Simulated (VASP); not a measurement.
# C (R-3m) in VASP: a series of runs

Runs on C. Level: LDA. Tasks: single point.

All numbers are computed with VASP 6.6.1; they aren't measurements. Logs are shortened: lines on timing, memory, paths and dates and some standing lists are left out, and cuts for length are marked.

**1. The structure**

The structure is trigonal, space group R-3m (No. 166). Conventional cell: a = 2.466 Å, b = 2.466 Å, c = 24.848 Å, α = 90.00°, β = 90.00°, γ = 120.00°. Around C (site symmetry 3m) lie 3 C at 1.42 Å. C (site symmetry 3m) has 3 C at 1.42 Å as nearest neighbours.

This isn't the form of C at room conditions, which is graphite.

**2. Single point, LDA**

Contents of INCAR:

```
SYSTEM = C
PREC = Accurate
ENCUT = 650
EDIFF = 1E-6
ISMEAR = 0
SIGMA = 0.05
LREAL = .FALSE.
LASPH = .TRUE.
NELM = 100
ALGO = Normal
ISIF = 2
LWAVE = .FALSE.
LCHARG = .FALSE.
GGA = CA
ADDGRID = .FALSE.
```

Contents of KPOINTS:

```
Automatic mesh
0
G
  4 4 4
  0 0 0
```

Contents of POSCAR:

```
C
1.0
    1.2331880975      0.7119814801      8.2826151019
   -1.2331880975      0.7119814801      8.2826151019
    0.0000000000     -1.4239629601      8.2826151019
C
4
Direct
    0.0871730800      0.0871730800      0.0871730800
    0.7538500600      0.7538500600      0.7538500600
    0.2461499400      0.2461499400      0.2461499400
    0.9128269200      0.9128269200      0.9128269200
```

Potentials or basis: VASP PAW LDA potentials, release 64 (C).

Launch:

```console
cat potpaw_LDA.64/C/POTCAR > POTCAR
mpirun -np 1 vasp_std > vasp.out
```

OUTCAR:

```text
SYSTEM = C
   PREC = Accurate
   ENCUT = 650
   EDIFF = 1E-6
   ISMEAR = 0
   LREAL = .FALSE.
   LASPH = .TRUE.
   NELM = 100
   ISIF = 2
   GGA = CA

 Found     13 irreducible k-points:

 Following reciprocal coordinates:
            Coordinates               Weight
  0.000000  0.000000  0.000000      1.000000
  0.250000 -0.000000 -0.000000      6.000000
  0.500000 -0.000000 -0.000000      3.000000
  0.250000  0.250000 -0.000000      6.000000
  0.500000  0.250000 -0.000000     12.000000
 -0.250000  0.250000  0.000000      6.000000
   k-points           NKPTS =     13   k-points in BZ     NKDIM =     13   number of bands    NBANDS=     12
   number of dos      NEDOS =    301   number of ions     NIONS =      4
   total plane-waves  NPLWV = 343000
   dimension x,y,z NGX =    70 NGY =   70 NGZ =   70
   dimension x,y,z NGXF=   140 NGYF=  140 NGZF=  140
   ions per type =               4
   NGX,Y,Z   is equivalent  to a cutoff of  13.85, 13.85, 13.85 a.u.
   NGXF,Y,Z  is equivalent  to a cutoff of  27.69, 27.69, 27.69 a.u.
 SYSTEM =  C
   PREC   = accura    normal or accurate (medium, high low for compatibility)
   ISTART =      0    job   : 0-new  1-cont  2-samecut
   ICHARG =      2    charge: 1-file 2-atom 10-const
   ISPIN  =      1    spin polarized calculation?
   LNONCOLLINEAR =      F non collinear calculations
   LSORBIT =      F    spin-orbit coupling
   LASPH  =      T    aspherical Exc in radial PAW
   ENCUT  =  650.0 eV  47.77 Ry    6.91 a.u.  17.47 17.47 17.47*2*pi/ulx,y,z
   NELM   =    100;   NELMIN=  2; NELMDL= -5     # of ELM steps
   EDIFF  = 0.1E-05   stopping-criterion for ELM
   LREAL  =      F    real-space projection
   EDIFFG = 0.1E-04   stopping-criterion for IOM
   NSW    =      0    number of steps for IOM
   IBRION =     -1    ionic relax: 0-MD 1-quasi-New 2-CG
   NFREE  =      0    steps in history (QN), initial steepest desc. (CG)
   ISIF   =      2    stress and relaxation
   ISYM   =      2    0-nonsym 1-usesym 2-fastsym
   POTIM  = 0.5000    time-step for ionic-motion
   TEBEG  =    0.0;   TEEND  =   0.0 temperature during run
   PSTRESS=    0.0 pullay stress
   NELECT =      16.0000    total number of electrons
   NUPDOWN=      -1.0000    fix difference up-down
   EMIN   =  10.00;   EMAX   =-10.00  energy-range for DOS
   EFERMI =   0.00;   METHOD = LEGACY
   ISMEAR =     0;   SIGMA  =   0.05  broadening in eV -4-tet -1-fermi 0-gaus
   EFERMI_NEDOS =   21; number of points for ismear=-14 and -15
   IALGO  =     38    algorithm
   IMIX   =      4    mixing-type and parameters
     AMIX     =   0.40;   BMIX     =  1.00
     AMIX_MAG =   1.60;   BMIX_MAG =  1.00
  volume/ion in A,a.u.               =      10.91        73.61
  Fermi-wavevector in a.u.,A,eV,Ry     =   1.171771  2.214325 18.681428  1.373046
  Thomas-Fermi vector in A             =   2.308209
   LORBIT       =      0    0 simple, 1 ext, 2 COOP (PROOUT), +10 PAW based schemes
   GGA     = CA    functional components
   LHFCALC =     F    Hartree Fock is set to
   AEXX    =    0.0000 exact exchange contribution
   IVDW    =     0    specifies the selected vdW correction
   LEPSILON=     F    determine dielectric tensor
   LRPA    =     F    only Hartree local field effects (RPA)
 non-spin polarized calculation
 Gauss-broadening in eV      SIGMA  =   0.05
  energy-cutoff  :      650.00
  volume of cell :       43.63
 maximum number of plane-waves:      1656
 NGX is ok and might be reduce to    70
   NGX = 35   NGY = 35   NGZ = 35

 number of electron      16.0000000 magnetization

 Free energy of the ion-electron system (eV)
  ---------------------------------------------------
  ext. energy  EPLUGINS =         0.00000000
  ---------------------------------------------------
  free energy    TOTEN  =       -40.46190735 eV

  energy without entropy =      -40.46190735  energy(sigma->0) =      -40.46190735

 E-fermi :   0.8982     XC(G=0):  -9.3629

 val. band max:        0.6678318041   @ k =   0.5000  -0.0000  -0.0000
 cond. band min:       4.2300298027   @ k =   0.5000  -0.0000  -0.0000
 fundamental gap:      3.5621979986
 Fermi energy:         0.8981998964

 k-point     1 :       0.0000    0.0000    0.0000
  band No.  band energies     occupation
      1     -16.4655      2.00000
      2     -16.4077      2.00000
      3      -5.1072      2.00000
      4      -4.4537      2.00000
      5      -0.1802      2.00000
      6      -0.1802      2.00000
      7      -0.1778      2.00000
      8      -0.1778      2.00000
      9       5.6267      0.00000
     10       9.2362      0.00000
     11      11.1055      0.00000
     12      11.1107      0.00000

 k-point     2 :       0.2500   -0.0000   -0.0000
  band No.  band energies     occupation
      1     -15.0059      2.00000
      2     -14.9560      2.00000
      3      -4.4887      2.00000
      4      -4.4765      2.00000
      5      -3.3423      2.00000
      6      -2.7593      2.00000
      7      -2.1856      2.00000
      8      -2.1825      2.00000
      9       7.5820      0.00000
     10       9.8582      0.00000
     11      10.1350      0.00000
     12      10.8699      0.00000

 k-point     3 :       0.5000   -0.0000   -0.0000
  band No.  band energies     occupation
      1     -11.1877      2.00000
      2     -11.1548      2.00000
      3     -10.3015      2.00000
      4     -10.2742      2.00000
      5      -3.5496      2.00000
      6      -3.5461      2.00000
      7       0.3323      2.00000
      8       0.6678      2.00000
      9       4.2300      0.00000
     10       4.7239      0.00000
     11      10.2793      0.00000
     12      10.3123      0.00000

 k-point     4 :       0.2500    0.2500   -0.0000
  band No.  band energies     occupation
      1     -15.0038      2.00000
      2     -14.9581      2.00000
      3      -4.4865      2.00000
      4      -4.4788      2.00000
      5      -3.3174      2.00000
      6      -2.7893      2.00000
      7      -2.1865      2.00000
      8      -2.1814      2.00000
      9       7.6991      0.00000
     10       9.8569      0.00000
     11      10.1059      0.00000
     12      10.6757      0.00000

 k-point     5 :       0.5000    0.2500   -0.0000
  band No.  band energies     occupation
      1     -12.1928      2.00000
      2     -12.1619      2.00000
      3      -7.5113      2.00000
      4      -7.4940      2.00000
      5      -6.0963      2.00000
      6      -6.0827      2.00000
      7      -0.0690      2.00000
      8       0.2832      2.00000
      9       5.5459      0.00000
     10       5.7650      0.00000
     11      11.5594      0.00000
     12      12.6792      0.00000

 k-point     6 :      -0.2500    0.2500    0.0000
  band No.  band energies     occupation
      1     -12.1972      2.00000
      2     -12.1572      2.00000
      3      -7.5096      2.00000
      4      -7.4956      2.00000
      5      -6.0949      2.00000
      6      -6.0839      2.00000
      7      -0.1251      2.00000
      8       0.3473      2.00000
      9       5.5742      0.00000
     10       5.7349      0.00000
     11      11.3121      0.00000
     12      12.8589      0.00000

 [... further k-points ...]

------------------------ aborting loop because EDIFF is reached ----------------------------------------

  FORCE on cell =-STRESS in cart. coord.  units (eV):
  Direction    XX          YY          ZZ          XY          YZ          ZX
  --------------------------------------------------------------------------------------
  -------------------------------------------------------------------------------------
  Total       -2.4693987     -2.4693987     -0.3186602     -0.0000000     -0.0000000      0.0000000
  in kB      -90.6744760    -90.6744760    -11.7009630     -0.0000000     -0.0000000      0.0000000
  external PRESSURE =     -64.3499716 kB  Pullay stress =       0.0000000 kB

 VOLUME and BASIS-vectors are now :
 -----------------------------------------------------------------------------
  energy-cutoff  :      650.00
  volume of cell :       43.63
      direct lattice vectors                 reciprocal lattice vectors
     1.233188098  0.711981480  8.282615102     0.405453151  0.234088486  0.040244938
    -1.233188098  0.711981480  8.282615102    -0.405453151  0.234088486  0.040244938
     0.000000000 -1.423962960  8.282615102     0.000000000 -0.468176972  0.040244938

 POSITION                                       TOTAL-FORCE (eV/Angst)
 -----------------------------------------------------------------------------------
      0.00000      0.00000      2.16606         0.000000      0.000000      0.005236
      0.00000      0.00000     18.73155         0.000000     -0.000000     -0.003861
      0.00000      0.00000      6.11630         0.000000      0.000000      0.003861
      0.00000      0.00000     22.68178         0.000000     -0.000000     -0.005236
 -----------------------------------------------------------------------------------
    total drift:                               -0.000000      0.000000      0.000000

  FREE ENERGIE OF THE ION-ELECTRON SYSTEM (eV)
  ---------------------------------------------------
  free  energy   TOTEN  =       -40.4619073536 eV

  energy  without entropy=      -40.4619073536  energy(sigma->0) =      -40.46190735
```

Wall time 41 s (1 thread of Intel Xeon 6975P-C (Granite Rapids), shared host); peak memory 0.43 GiB.

The run converged, but some of its settings lie outside the range that counts as converged, so its numbers aren't taken as properties of the crystal.

Results:

```
Free energy            : -40.4619 eV
Pressure               : -6.4 GPa
Largest force          : 0.005 eV/Å
Band gap on the k mesh : 3.56 eV, direct
```

Caveat: the k mesh is coarse (spacing up to 0.74 Å⁻¹), so the values aren't converged.

**3. Single point, LDA**

Edit INCAR of step 2 so:

```diff
@@ -2,3 +2,3 @@
 PREC = Accurate
-ENCUT = 650
+ENCUT = 460
 EDIFF = 1E-6
```

Contents of KPOINTS:

```
Automatic mesh
0
G
  5 5 5
  0 0 0
```

POSCAR is that of step 2.

Potentials or basis: VASP PAW LDA potentials, release 64 (C).

Launch:

```console
cat potpaw_LDA.64/C/POTCAR > POTCAR
mpirun -np 1 vasp_std > vasp.out
```

OUTCAR:

```text
SYSTEM = C
   PREC = Accurate
   ENCUT = 460
   EDIFF = 1E-6
   ISMEAR = 0
   LREAL = .FALSE.
   LASPH = .TRUE.
   NELM = 100
   ISIF = 2
   GGA = CA

 Found     19 irreducible k-points:

 Following reciprocal coordinates:
            Coordinates               Weight
  0.000000  0.000000  0.000000      1.000000
  0.200000  0.000000  0.000000      6.000000
  0.400000  0.000000  0.000000      6.000000
  0.200000  0.200000  0.000000      6.000000
  0.400000  0.200000  0.000000     12.000000
 -0.400000  0.200000  0.000000     12.000000
   k-points           NKPTS =     19   k-points in BZ     NKDIM =     19   number of bands    NBANDS=     12
   number of dos      NEDOS =    301   number of ions     NIONS =      4
   total plane-waves  NPLWV = 216000
   dimension x,y,z NGX =    60 NGY =   60 NGZ =   60
   dimension x,y,z NGXF=   120 NGYF=  120 NGZF=  120
   ions per type =               4
   NGX,Y,Z   is equivalent  to a cutoff of  11.87, 11.87, 11.87 a.u.
   NGXF,Y,Z  is equivalent  to a cutoff of  23.74, 23.74, 23.74 a.u.
 SYSTEM =  C
   PREC   = accura    normal or accurate (medium, high low for compatibility)
   ISTART =      0    job   : 0-new  1-cont  2-samecut
   ICHARG =      2    charge: 1-file 2-atom 10-const
   ISPIN  =      1    spin polarized calculation?
   LNONCOLLINEAR =      F non collinear calculations
   LSORBIT =      F    spin-orbit coupling
   LASPH  =      T    aspherical Exc in radial PAW
   ENCUT  =  460.0 eV  33.81 Ry    5.81 a.u.  14.70 14.70 14.70*2*pi/ulx,y,z
   NELM   =    100;   NELMIN=  2; NELMDL= -5     # of ELM steps
   EDIFF  = 0.1E-05   stopping-criterion for ELM
   LREAL  =      F    real-space projection
   EDIFFG = 0.1E-04   stopping-criterion for IOM
   NSW    =      0    number of steps for IOM
   IBRION =     -1    ionic relax: 0-MD 1-quasi-New 2-CG
   NFREE  =      0    steps in history (QN), initial steepest desc. (CG)
   ISIF   =      2    stress and relaxation
   ISYM   =      2    0-nonsym 1-usesym 2-fastsym
   POTIM  = 0.5000    time-step for ionic-motion
   TEBEG  =    0.0;   TEEND  =   0.0 temperature during run
   PSTRESS=    0.0 pullay stress
   NELECT =      16.0000    total number of electrons
   NUPDOWN=      -1.0000    fix difference up-down
   EMIN   =  10.00;   EMAX   =-10.00  energy-range for DOS
   EFERMI =   0.00;   METHOD = LEGACY
   ISMEAR =     0;   SIGMA  =   0.05  broadening in eV -4-tet -1-fermi 0-gaus
[... 23 lines left out ...]

 Free energy of the ion-electron system (eV)
  ---------------------------------------------------
  ext. energy  EPLUGINS =         0.00000000
  ---------------------------------------------------
  free energy    TOTEN  =       -40.32808498 eV

  energy without entropy =      -40.32808498  energy(sigma->0) =      -40.32808498

 E-fermi :   1.7921     XC(G=0):  -9.3616

 val. band max:        1.5176582501   @ k =  -0.4000   0.2000   0.0000
 cond. band min:       3.9704705796   @ k =  -0.4000   0.2000   0.0000
 fundamental gap:      2.4528123295
 Fermi energy:         1.7920538291

 k-point     1 :       0.0000    0.0000    0.0000
  band No.  band energies     occupation
      1     -16.4629      2.00000
      2     -16.4052      2.00000
      3      -5.1035      2.00000
      4      -4.4495      2.00000
      5      -0.1768      2.00000
      6      -0.1768      2.00000
      7      -0.1752      2.00000
      8      -0.1752      2.00000
      9       5.6280      0.00000
     10       9.2392      0.00000
     11      11.1129      0.00000
     12      11.1196      0.00000
[... 61 lines left out ...]
 k-point     6 :      -0.4000    0.2000    0.0000
  band No.  band energies     occupation
      1     -10.5882      2.00000
      2     -10.5586      2.00000
      3      -9.7182      2.00000
      4      -9.6936      2.00000
      5      -5.9493      2.00000
      6      -5.9399      2.00000
      7       1.2020      2.00000
      8       1.5177      2.00000
      9       3.9705      0.00000
     10       4.2943      0.00000
     11      13.2454      0.00000
     12      13.6215      0.00000

 [... further k-points ...]

------------------------ aborting loop because EDIFF is reached ----------------------------------------

  FORCE on cell =-STRESS in cart. coord.  units (eV):
  Direction    XX          YY          ZZ          XY          YZ          ZX
  --------------------------------------------------------------------------------------
  -------------------------------------------------------------------------------------
  Total       -2.0609056     -2.0609056     -0.2984599     -0.0000000     -0.0000000      0.0000000
  in kB      -75.6749120    -75.6749120    -10.9592252     -0.0000000     -0.0000000      0.0000000
  external PRESSURE =     -54.1030164 kB  Pullay stress =       0.0000000 kB

 VOLUME and BASIS-vectors are now :
 -----------------------------------------------------------------------------
  energy-cutoff  :      460.00
  volume of cell :       43.63
      direct lattice vectors                 reciprocal lattice vectors
     1.233188098  0.711981480  8.282615102     0.405453151  0.234088486  0.040244938
    -1.233188098  0.711981480  8.282615102    -0.405453151  0.234088486  0.040244938
     0.000000000 -1.423962960  8.282615102     0.000000000 -0.468176972  0.040244938

 POSITION                                       TOTAL-FORCE (eV/Angst)
 -----------------------------------------------------------------------------------
      0.00000      0.00000      2.16606         0.000000      0.000000      0.004240
      0.00000      0.00000     18.73155         0.000000     -0.000000     -0.004247
      0.00000      0.00000      6.11630         0.000000      0.000000      0.004247
      0.00000      0.00000     22.68178         0.000000     -0.000000     -0.004240
 -----------------------------------------------------------------------------------
    total drift:                               -0.000000     -0.000000     -0.000000

  FREE ENERGIE OF THE ION-ELECTRON SYSTEM (eV)
  ---------------------------------------------------
  free  energy   TOTEN  =       -40.3280849772 eV

  energy  without entropy=      -40.3280849772  energy(sigma->0) =      -40.32808498
```

OSZICAR:

```text
N       E                     dE             d eps       ncg     rms          rms(c)
DAV:   1     0.487548275611E+02    0.48755E+02   -0.75175E+03   456   0.108E+03
DAV:   2    -0.379938107735E+02   -0.86749E+02   -0.77910E+02   648   0.220E+02
DAV:   3    -0.430584729625E+02   -0.50647E+01   -0.50104E+01   568   0.543E+01
DAV:   4    -0.431509007170E+02   -0.92428E-01   -0.92275E-01   592   0.829E+00
DAV:   5    -0.431536405556E+02   -0.27398E-02   -0.27392E-02   568   0.130E+00    0.920E+00
DAV:   6    -0.410301261728E+02    0.21235E+01   -0.20996E+00   524   0.997E+00    0.526E+00
DAV:   7    -0.403254704975E+02    0.70466E+00   -0.23696E+00   532   0.106E+01    0.137E+00
DAV:   8    -0.403285086571E+02   -0.30382E-02   -0.78944E-02   548   0.201E+00    0.166E-01
DAV:   9    -0.403279878434E+02    0.52081E-03   -0.22641E-03   564   0.375E-01    0.963E-02
DAV:  10    -0.403280828417E+02   -0.94998E-04   -0.54818E-04   568   0.154E-01    0.571E-02
DAV:  11    -0.403280836232E+02   -0.78150E-06   -0.17947E-05   576   0.342E-02    0.772E-03
DAV:  12    -0.403280850244E+02   -0.14012E-05   -0.31303E-06   580   0.132E-02    0.411E-03
DAV:  13    -0.403280849772E+02    0.47148E-07   -0.53406E-07   404   0.597E-03
   1 F= -.40328085E+02 E0= -.40328085E+02  d E =-.225457E-15
```

Wall time 25 s (1 thread of Intel Xeon 6975P-C (Granite Rapids), shared host); peak memory 0.32 GiB.

The run converged, but some of its settings lie outside the range that counts as converged, so its numbers aren't taken as properties of the crystal.

Results:

```yaml
Free_energy: -40.3281 eV
Pressure: -5.4 GPa
Largest_force: 0.004 eV/Å
Band_gap_on_the_k_mesh: 2.45 eV, direct
```

Caveat: the k mesh is coarse (spacing up to 0.59 Å⁻¹), so the values aren't converged; the cutoff is under 1.25 times the usual one of these potentials, so pressure, stress and relaxed cells hold a basis-set (Pulay) error; an odd mesh through Γ misses points on the zone boundary, where band edges often lie.

**4. Single point, LDA**

Edit INCAR of step 3 so:

```diff
@@ -5,3 +5,3 @@
 ISMEAR = 0
-SIGMA = 0.05
+SIGMA = 0.5
 LREAL = .FALSE.
```

KPOINTS is that of step 3.

POSCAR is that of step 3.

Launch:

```console
cat potpaw_LDA.64/C/POTCAR > POTCAR
mpirun -np 1 vasp_std > vasp.out
```

Wall time 28 s (1 thread of Intel Xeon 6975P-C (Granite Rapids), shared host); peak memory 0.32 GiB.

These settings aren't checked as converged: the numbers below hold their error.

What came out:

```yaml
Free_energy: -40.3281 eV
Pressure: -5.4 GPa
Largest_force: 0.004 eV/Å
Band_gap_on_the_k_mesh: 2.45 eV, direct
```

Caveat: the k mesh is coarse (spacing up to 0.59 Å⁻¹), so the values aren't converged; the cutoff is under 1.25 times the usual one of these potentials, so pressure, stress and relaxed cells hold a basis-set (Pulay) error; an odd mesh through Γ misses points on the zone boundary, where band edges often lie.
